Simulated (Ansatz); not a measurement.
# Ca (simple hexagonal type): how the settings move a single-point run

How sensitive is a single-point run of Ca (simple hexagonal type) to its settings? A reference run comes first, then one run with altered input.

Computed with Ansatz 0.2.0 (reference: DFT, PBE, all-electron LAPW, scalar-relativistic, unless a step's input says otherwise).

1 further run of the same task is left out (it didn't finish).

## (1) Starting point

The structure is hexagonal, space group P6/mmm (No. 191). The conventional cell has a = 3.206 Å, b = 3.206 Å, c = 2.897 Å, α = 90.00°, β = 90.00°, γ = 120.00°. Around Ca (site symmetry 6/mmm) lie 8 Ca at 2.90 to 3.21 Å.

As a file:

```xyz
1
Lattice="3.2062 0.0000 0.0000 -1.6031 2.7766 0.0000 0.0000 0.0000 2.8968" Properties=species:S:1:pos:R:3 pbc="T T T"
Ca    0.0000    0.0000    0.0000
```

## (2) Reference

Contents of input.yaml:

```yaml
crystal:
  lattice:
    - [3.2061829656, 0.0, 0.0]
    - [-1.6030914828, 2.7766358974, 0.0]
    - [0.0, 0.0, 2.8968264772]
  atoms:
    - { symbol: Ca, position: [0.0, 0.0, 0.0] }
kpoints:
  mp_grid: { grid: [12, 12, 11] }
scf:
  occupations: { method: fermi_dirac, width: 0.08 }
hamiltonian:
  xc: pbe
  pseudopotentials: { kind: all_electron, lapw: { basis_error: 0.001 } }
output:
  forces: true
  stress: true
  eigenvalues: true
  populations: true
```

Launch:

```console
$ ansatz run input.yaml --threads 1 --pin off --max-ram 2048MiB --backend cpu --events-out ev --progress --plain --runs-dir out
```

## (3) Changing settings: occupations.method methfessel_paxton, occupations.width 0.15, n_extra_bands 16

Edit input.yaml of step 2 so:

```diff
@@ -10,3 +10,4 @@
 scf:
-  occupations: { method: fermi_dirac, width: 0.08 }
+  occupations: { method: methfessel_paxton, width: 0.15 }
+  n_extra_bands: 16
 hamiltonian:
```

What does the calculation give? Wanted: for each run, ending; energy change; pressure; gap; force.

As calculated:

```tsv
run	ending	energy change	pressure (GPa)	gap (eV)	force (eV/Å)	cycles	time
reference	converged	0	15.1	0.00	0.00	6	4.8 s
1: occupations.method methfessel_paxton, occupations.width 0.15, n_extra_bands 16	converged	-0.7 meV/atom (σ→0)	15.0	0.00	0.00	6	8.2 s
```

Residual by cycle in the longest SCF loop of each run; runs are numbered as in the table. The quantity is the density residual dr2, in eV.

```tsv
cycle	reference	run 1
1	0.0391	0.0399
2	0.0224	0.0228
3	1.0e-4	9.9e-5
4	6.7e-6	7.0e-6
5	7.7e-8	8.0e-8
6	4.0e-10	6.5e-10
```

**Reading.** Changing the smearing and band count moves the energy by -0.7 meV/atom (σ→0 values). Cost: 8.2 s against 4.8 s. The structure is not at rest: the sound run finds 15 GPa, so these are no properties of the relaxed crystal. 
